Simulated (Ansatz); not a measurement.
# InSe (R3m) in Ansatz: notebook, part 2 of 2

Ansatz 0.2.0. Earlier steps stand in the parts before.

**4. Band structure, PBE, collinear spin, ferromagnetic start (volume scaled by 0.8)**

File input.yaml:

```yaml
crystal:
  lattice: { a: 8.1230156292, b: 8.1230156292, c: 8.1230156292, alpha: 26.4251818028, beta: 26.4251818028, gamma: 26.4251818021 }
  atoms:
    - { symbol: In, position: [0.8886, 0.8886, 0.8886], spin: 1.0 }
    - { symbol: In, position: [0.0, 0.0, 0.0] }
    - { symbol: Se, position: [0.1719, 0.1719, 0.1719] }
    - { symbol: Se, position: [0.3835, 0.3835, 0.3835] }
kpoints:
  mp_grid: { grid: [8, 8, 8] }
  band_path:
    path:
      - [0.0, 0.0, 0.0]
      - [0.5, 0.0, 0.0]
      - [0.5, 0.1791451724, -0.1791451724]
    npoints: 8
scf:
  occupations: { method: fermi_dirac, width: 0.01 }
  lower_state_search: "off"
hamiltonian:
  xc: pbe
  pseudopotentials: { kind: all_electron, lapw: { basis_error: 0.001 } }
magnetization:
  spin_polarized: true
  initial_magnetization: 1.0
  spin_locking: { lock_magnetization: hard }
output:
  forces: true
  stress: true
  eigenvalues: true
```

Command:

```
> ansatz run input.yaml --threads 2 --pin off --max-ram 6144MiB --backend cpu --events-out ev --progress --plain --runs-dir out
```

Run time: 4.6 min. Hardware: 2 threads of Arm Neoverse V2, shared host; peak memory 1.3 GiB.

The run converged. Its results:

```yaml
Free_energy: -452342.4167 eV
Pressure: 23.6 GPa
Largest_force: 2.749 eV/Å
Absolute_moment: 1.00 μB per cell
Site_moments: In +0.08; Se +0.15, +0.16 μB
```

Forces in eV/Å, atoms in the order of the input:
```
In   1.570  0.369  0.221
In  -1.574 -0.370 -0.221
Se  -2.648 -0.622 -0.372
Se   2.652  0.623  0.373
```

Stress tensor (GPa, compression positive):
```
20.29 -1.23 -0.73
-1.23 25.23 -0.17
-0.73 -0.17 25.41
```

Caveat: the total moment is fixed, so each spin has its own Fermi level.

**5. Band structure, PBEsol+D3(BJ), collinear spin, ferromagnetic start**

File input.yaml:

```yaml
crystal:
  lattice:
    - [2.0, 1.1547005384, 8.44]
    - [-2.0, 1.1547005384, 8.44]
    - [0.0, -2.3094010768, 8.44]
  atoms:
    - { symbol: In, position: [0.8886, 0.8886, 0.8886], spin: 1.0 }
    - { symbol: In, position: [0.0, 0.0, 0.0] }
    - { symbol: Se, position: [0.1719, 0.1719, 0.1719] }
    - { symbol: Se, position: [0.3835, 0.3835, 0.3835] }
kpoints:
  mp_grid: { grid: [8, 8, 8] }
  band_path:
    path:
      - [0.0, 0.0, 0.0]
      - [0.5, 0.0, 0.0]
      - [0.5, 0.1791451724, -0.1791451724]
    npoints: 6
scf:
  occupations: { method: gaussian, width: 0.15 }
  lower_state_search: "off"
hamiltonian:
  xc: pbesol
  dispersion: d3bj
  pseudopotentials: { kind: all_electron, datasets: crystal }
magnetization:
  spin_polarized: true
  initial_magnetization: 1.0
  spin_locking: { lock_magnetization: hard }
output:
  forces: true
  stress: true
  eigenvalues: true
```

Potentials or basis: all-electron PAW datasets made for the crystal.

Command:

```
> ansatz run input.yaml --threads 2 --pin off --max-ram 6144MiB --backend cpu --events-out ev --progress --plain --runs-dir out
```

Output:

```text
Warning: RAYON_NUM_THREADS=2 ignored (pool sized by the plan → 2); use --threads N
basis.fft_grid_basis auto: the FFT boxes are laid along the combinations [[1, 0, -1], [0, 1, -1], [0, 0, 1]] of the cell's own vectors, 4.000, 4.000 and 8.750 Å long. The dense box has 25×25×54 points. Along the cell's own vectors, as sized, it would have 54×54×54, 4.67 times as many. Of the 6 symmetry operations that the crystal satisfies within crystal.symmetry.tolerance (time reversal apart; of a slab, those that keep its plane) the dense box along the cell's own vectors carries 6, and the one as laid loses 4 of those. basis.fft_grid_basis: typed keeps the cell's own vectors: state it where this run's energies or levels are differenced outside the engine with another run's, or held beside a run that keeps those vectors.
hamiltonian.pseudopotentials.datasets: crystal makes datasets for this crystal and solves the spheres of its atoms anew in each pass: cutoff 340.0 eV, the density's 1360.0 eV; for an error of 0.50 meV an atom under PBE, 2.0 meV for the cell; an energy difference from a run of another recipe may be off by several times the error for the cell, under r2SCAN by more, where some 0.1 meV an atom stays at smaller errors; Se in spheres of 1.291 Å, 16 of its electrons in bands; In in spheres of 1.339 Å, 21 of its electrons in bands
Engine: ansatz 0.2.0, aarch64-unknown-linux-gnu
Pseudopotentials: kind: all_electron
Pseudopotential: In, paw, valence charge 21, recommended cutoff 340 eV (normal), crystal/all_electron/pbesol/scalar/gaussian/In, Koelling and Harmon's equation, gaussian nucleus
Pseudopotential: Se, paw, valence charge 16, recommended cutoff 340 eV (normal), crystal/all_electron/pbesol/scalar/gaussian/Se, Koelling and Harmon's equation, gaussian nucleus
Functional definition: PBEsol
  exchange = pbesol_x
  correlation = pbesol_c
Crystal: 4 atoms, lattice volume = 116.948 Å³
Basis set: ecut = 340 eV, 1645 PW (Γ), FFT grids on a1−a3, a2−a3, a3, exchange–correlation on 50×50×108 points (8 copies of the dense FFT grid, shifted against one another)
Bands: 45, of which v1, the nominal top of the filled ones, is band 37 counted from 1 (36 counted from 0)
Symmetry: 6 space group operations
Space group: R3m (ITA 160), of the structure as read, at distance tolerance 4.9e-5 Å
Magnetic group: BNS 160.65 (UNI 1295), of the structure as read, at distance tolerance 4.9e-5 Å
k-points: 65 of 512 (time reversal used)
Non-local potential: In, projectors of the file, l = 0: 3, l = 1: 3, l = 2: 2
[... 44 lines left out ...]
In the spheres:  the bands' charges fall short by 7.9e-7 e at most (sound up to 1e-3)
Fermi energy:    9.123086 (↑ 10.490600, ↓ 7.755572) eV
--- Per-component energies (eV) ---
  E_band       = -2027.337731
  E_kinetic    = 606.631994
  E_local      = -11292.324117  (includes V_loc(G=0)·N_el)
  E_nonlocal   = -3464.263965
  E_hartree    = 5435.232581
  E_xc         = -268.997324
  E_vxc        = -350.419146  (∫ρ·V_xc dr)
  E_paw        = -462458.728073  (= ΣΔE_a)
  E_vpaw       = -26381.384341  (= ΣTr[D̂ρ^β])
  E_ewald      = -8651.033824
  E_disp       = -1.156770  (pairwise vdW)
  E_smearing   = -0.025206  (= −TS)
  E_closure    = 27983.963226  (closes the sum)
  Σ components = -452110.701477   (vs F -452110.701477, Δ=0.00e0)
  The terms above E_closure are by the made datasets' own strengths, without shells solved beside the bands.
--- Forces (eV/Å), atoms counted from 1 ---
  atom   1  In     0.00000000     0.00000000     0.02628814
  atom   2  In     0.00000000     0.00000000    -0.01353822
  atom   3  Se    -0.00000000     0.00000000    -0.17858988
  atom   4  Se     0.00000000    -0.00000000     0.16583587
  max |Σ_I F_I| component: 4.09e-6 eV/Å
--- Stress (GPa, compression-positive) ---
        0.389193      -0.000000       0.000000
       -0.000000       0.389193       0.000000
        0.000000       0.000000      -1.575590
  P = ⅓ Tr σ = -0.2657 GPa (-2.657 kbar)
--- Band table (eV; the first three rows and the last of 130) ---
  k-point 0 ↑: bands = ["-106.3291", "-106.3250", "-64.8667", "-64.8563", "-64.8563", "-64.8523", "-64.8523", "-64.8452", "-38.8036", "-38.8016", "-38.8016", "-38.7999", "-38.7976", "-38.7976", "-38.7891", "-38.7891", "-38.7840", "-38.7840", "-5.9046", "-5.6951", "-5.6951", "-5.6005", "-5.6005", "-5.5845", "-5.5845", "-5.4682", "-5.4333", "-5.4333", "-4.8906", "-4.4649", "2.3330", "5.2122", "7.0557", "7.4260", "7.4260", "7.5247", "7.5247", "10.3382", "10.7553", "13.1370"]
  k-point 1 ↑: bands = ["-106.3291", "-106.3250", "-64.8667", "-64.8563", "-64.8563", "-64.8523", "-64.8523", "-64.8452", "-38.8035", "-38.8016", "-38.8016", "-38.7998", "-38.7976", "-38.7976", "-38.7891", "-38.7890", "-38.7840", "-38.7840", "-5.9101", "-5.7663", "-5.6951", "-5.6936", "-5.5904", "-5.5895", "-5.5751", "-5.4683", "-5.4341", "-5.3896", "-4.6984", "-4.3127", "2.4507", "4.9577", "6.3870", "7.0106", "7.2295", "7.3610", "7.5126", "10.6884", "11.4517", "12.3812"]
  k-point 2 ↑: bands = ["-106.3291", "-106.3250", "-64.8667", "-64.8564", "-64.8563", "-64.8524", "-64.8523", "-64.8452", "-38.8035", "-38.8016", "-38.8016", "-38.7998", "-38.7976", "-38.7976", "-38.7890", "-38.7889", "-38.7840", "-38.7839", "-5.9656", "-5.8365", "-5.8298", "-5.6929", "-5.6022", "-5.5635", "-5.5493", "-5.4778", "-5.4351", "-5.3364", "-4.2673", "-3.9502", "2.6721", "4.2221", "5.2039", "6.6203", "6.8381", "6.9831", "7.6056", "10.6705", "10.8636", "12.7175"]
  k-point 64 ↓: bands = ["-106.3149", "-106.3108", "-64.8460", "-64.8430", "-64.8430", "-64.8389", "-64.8389", "-64.8248", "-38.7701", "-38.7701", "-38.7648", "-38.7648", "-38.7622", "-38.7622", "-38.7590", "-38.7577", "-38.7577", "-38.7550", "-5.8496", "-5.6550", "-5.6550", "-5.5680", "-5.5680", "-5.5515", "-5.5515", "-5.4248", "-5.4003", "-5.4003", "-4.5572", "-4.4469", "2.9861", "4.5307", "7.5054", "7.5054", "7.7410", "7.7410", "8.9261", "9.2785", "11.0042", "13.2504"]
```

Wall time 2.3 min (2 threads of Arm Neoverse V2, shared host); peak memory 2.4 GiB.

Results:

```
Free energy     : -452110.7015 eV
Pressure        : -0.3 GPa
Largest force   : 0.179 eV/Å
Absolute moment : 1.00 μB per cell
Site moments    : In +0.07; Se +0.16, +0.17 μB
```

Forces on the atoms (eV/Å):
```
In   0.000  0.000  0.026
In   0.000  0.000 -0.014
Se   0.000  0.000 -0.179
Se   0.000  0.000  0.166
```

Stress tensor (GPa, compression positive):
```
 0.39  0.00  0.00
 0.00  0.39  0.00
 0.00  0.00 -1.58
```

Caveat: the total moment is fixed, so each spin has its own Fermi level.

**6. Overview**

| task | level | potentials or basis | spin | fixed moment (μB) | cell | cutoff (eV) | smearing | search for lower states | empty bands summed for spectra up to | optics k mesh | broadening | basis error allowed | gap on the mesh (eV) | pressure (GPa) | largest force (eV/Å) |
| --- | --- | --- | --- | --- | --- | --- | --- | --- | --- | --- | --- | --- | --- | --- | --- |
| band structure | PBEsol-PBE | all-electron LAPW, scalar-relativistic | off | - | as given | 273 | tetrahedron | - | - | - | - | 0.001 eV/atom | 0.38 | -0.3 | 0.30 |
| optical spectrum | revPBE | all-electron LAPW, scalar-relativistic | collinear, ferrimagnetic start | - | volume scaled by 0.96 | 305 | fermi-dirac 0.01 eV | off | 6 eV | 8 × 8 × 8 | 0.2 eV | 0.0005 eV/atom | 0.66 | - | - |
| band structure | PBE | all-electron LAPW, scalar-relativistic | collinear, ferromagnetic start | 1.0 | volume scaled by 0.8 | 329 | fermi-dirac 0.01 eV | off | - | - | - | 0.001 eV/atom | - | 23.6 | 2.75 |
| band structure | PBEsol+D3(BJ) | all-electron PAW datasets made for the crystal | collinear, ferromagnetic start | 1.0 | as given | 340 | gaussian 0.15 eV | off | - | - | - | - | - | -0.3 | 0.18 |

Alike in all rows: k mesh 8 × 8 × 8.

Caveats: spin-orbit coupling is left out, which moves the levels of the heavy elements (some runs); the total moment is fixed, so each spin has its own Fermi level (some runs); with tetrahedron occupations forces and stress needn't match the slope of the energy (some runs); local fields are left out (some runs); spectra need much finer meshes, so this one isn't converged (some runs); independent-particle spectra lack excitons (some runs); the starting moments weren't kept (some runs).

Compare energies only between runs with the same functional and basis.

**7. Comparison with measurements**

Step 2. Measured gap of InSe: 1.25 eV (300 K; “The Interaction of Hydrogen with the van der Waals Crystal γ-InSe”, 2020, pmc:7321205). This calculation gives 0.38 eV (-0.87 eV). Spin-orbit coupling on In, Se is left out. The value is that of PBEsol-PBE on a finite k mesh, which can miss the band edges, without temperature or zero-point motion.
